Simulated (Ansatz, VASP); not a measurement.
# Mg in VASP and in Ansatz

```
Mg
1.0
     3.21006    0.00000    0.00000
    -1.60503    2.78000    0.00000
     0.00000    0.00000    5.13793
Mg
2
Direct
  0.33333 0.66667 0.25000
  0.66667 0.33333 0.75000
```

Alike in both runs: task relaxation of cell and atoms; functional PBE; k mesh 15 × 15 × 8; occupations fermi-dirac, width 0.15 eV; no spin polarisation.

|  | VASP | Ansatz |
| --- | --- | --- |
| version | VASP 6.6.1 | Ansatz 0.2.0 |
| potentials or method | VASP PAW PBE potentials, release 64 (Mg) | scalar-relativistic, plane waves, PAW |
| plane-wave cutoff (eV) | 600 | 420 |
| valence electrons in the cell | 4 | 20 |

```csv
,VASP,Ansatz,Ansatz less VASP
"gap on the k mesh at the Fermi level, each at its own relaxed structure (eV)",none,none,-
relaxed volume (Å³/atom),22.92,23.00,+0.079
relaxed cell length with the largest relative difference (Å),3.203,3.207,+0.0037
```

A gap of «none» marks a metal or a gap that the smearing closes. The two sets of potentials don't hold the same shells in valence.
